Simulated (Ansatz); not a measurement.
**ZnSe: stress in a strained cell**

ZnSe is deformed so: zz strain of -2 %. What stress and forces result, by LAPW, PAW and all-electron datasets made for the crystal?

Computed with Ansatz 0.2.0 (DFT LDA, scalar-relativistic, unless a step's input says otherwise).

### Step 1. The starting structure

The structure is cubic, space group F-43m (No. 216). The conventional cell has a = 5.668 Å, b = 5.668 Å, c = 5.668 Å, α = 90.00°, β = 90.00°, γ = 90.00°. Around Zn (site symmetry -43m) lie 4 Se at 2.45 Å. Se (site symmetry -43m) is surrounded by 4 Zn at 2.45 Å.

Coordinates:

```cif
data_structure
_symmetry_space_group_name_H-M 'P 1'
_symmetry_Int_Tables_number 1
_cell_length_a 4.0076
_cell_length_b 4.0076
_cell_length_c 4.0076
_cell_angle_alpha 60.000
_cell_angle_beta 60.000
_cell_angle_gamma 60.000
_cell_volume 45.51
loop_
_atom_site_label
_atom_site_type_symbol
_atom_site_fract_x
_atom_site_fract_y
_atom_site_fract_z
_atom_site_occupancy
Zn1 Zn 0.00000 0.00000 0.00000 1
Se1 Se 0.75000 0.75000 0.75000 1
```

Atoms are numbered in the order of the input: Zn1, Se2.

### Step 2. The deformed structure

Space group F-43m before, I-4m2 after.

### Step 3. LAPW, all electrons

The input, input.yaml:

```yaml
crystal:
  lattice:
    - [0.0, 2.8338, 2.777124]
    - [2.8338, 0.0, 2.777124]
    - [2.8338, 2.8338, 0.0]
  atoms:
    - { symbol: Zn, position: [0.0, 0.0, 0.0] }
    - { symbol: Se, position: [0.75, 0.75, 0.75] }
kpoints:
  mp_grid: { grid: [8, 8, 8] }
  band_path:
    path:
      - [0.0, 0.0, 0.0]
      - [0.0, 0.5, 0.5]
      - [0.25, 0.75, 0.5]
      - [0.0, 0.5, 0.0]
      - [0.0, 0.0, 0.0]
      - [0.5, 0.5, 0.0]
      - [0.3801541025, 0.6198458975, 0.0]
      - [-0.3801541025, 0.3801541025, 0.0]
      - [0.0, 0.0, 0.0]
    npoints: 5
scf:
  occupations: { method: fermi_dirac, width: 0.03 }
hamiltonian:
  xc: lda
  pseudopotentials: { kind: all_electron, lapw: { basis_error: 0.00025 } }
output:
  forces: true
  stress: true
  eigenvalues: true
```

Command:

```
$ ansatz run input.yaml --threads 1 --pin off --max-ram 3072MiB --backend cpu --events-out ev --progress --plain --runs-dir out
```

### Step 4. PAW on the default files

The input, input.yaml:

```yaml
crystal:
  lattice:
    - [0.0, 2.8338, 2.777124]
    - [2.8338, 0.0, 2.777124]
    - [2.8338, 2.8338, 0.0]
  atoms:
    - { symbol: Zn, position: [0.0, 0.0, 0.0] }
    - { symbol: Se, position: [0.75, 0.75, 0.75] }
kpoints:
  mp_grid: { grid: [8, 8, 8] }
scf:
  occupations: { method: fermi_dirac, width: 0.03 }
hamiltonian:
  xc: lda
  pseudopotentials: { kind: paw }
output:
  forces: true
  stress: true
  eigenvalues: true
  efg: { contact_densities: true }
```

### Step 5. Datasets made for this crystal

Edit input.yaml of step 4 so:

```diff
@@ -14,3 +14,3 @@
   xc: lda
-  pseudopotentials: { kind: paw }
+  pseudopotentials: { kind: all_electron, datasets: crystal }
 output:
```

(Steps that only read results are left out.)

What does the calculation give? Wanted: pressure; largest shear or deviatoric stress.

The runs gave:

| quantity | value |
| --- | --- |
| pressure | LAPW -2.20, PAW -2.22, crystal datasets -2.20 GPa |
| largest shear or deviatoric stress (LAPW) | 0.51 GPa |

What this shows: The largest part of the stress beyond the pressure is 0.51 GPa in size, in the zz component; the atoms are carried along and not relaxed. No run of the undeformed cell stands beside it, so the pressure holds what the given cell had before the change. PAW: stress within 0.02 GPa of LAPW. Crystal datasets: stress within 0.01 GPa of LAPW.
